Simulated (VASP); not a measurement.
**K: single point with PBE**

Slab: K, a slab with vacuum.

```xyz
3
Lattice="4.7251 0.0000 0.0000 -2.2094 4.1768 0.0000 0.0000 0.0000 22.8118" Properties=species:S:1:pos:R:3 pbc="T T T"
K    -0.9654    3.4275    7.5000
K     3.4812    0.7493   11.4059
K    -0.9654    3.4275   15.3118
```

The slab is cut from a database's or a generator's crystal, which needn't be the stable form of the element.

```
Program                : VASP 6.6.1
Task                   : single point
Functional             : PBE
Potentials or basis    : VASP PAW PBE potentials, release 64 (K_sv_GW)
Cutoff                 : 600 eV
k mesh                 : 7 × 7 × 1
Occupations            : fermi-dirac, width 0.05 eV
Spin                   : no spin polarisation
Dipole correction      : yes
Further INCAR settings : ALGO = Normal; EDIFF = 1e-06; NBANDS = 20
```

```yaml
Largest_force: 0.034 eV/Å
Band_gap_on_the_k_mesh: none (metal or under the smearing width)
Work_function_of_the_upper_face: 2.38 eV
Work_function_of_the_lower_face: 2.38 eV
```

Forces in eV/Å, atoms in the order of the input:
```
K   -0.001  0.000  0.034
K    0.002 -0.001  0.000
K   -0.001  0.000 -0.034
```

Levels at points of the mesh, in eV from the Fermi level:
| k point | band 10 | band 11 | band 12 | band 13 | band 14 | band 15 | band 16 | band 17 | band 18 | band 19 |
| --- | --- | --- | --- | --- | --- | --- | --- | --- | --- | --- |
| (0.00, 0.00, 0.00) | -15.64 | -15.63 | -15.63 | -1.91 | -1.38 | -0.52 | 0.58 | 1.29 | 2.17 | 2.38 |

Run time: 4 min on 1 thread of Intel(R) Xeon(R) 6975P-C (Granite Rapids), on a shared host, peak memory 0.66 GiB.
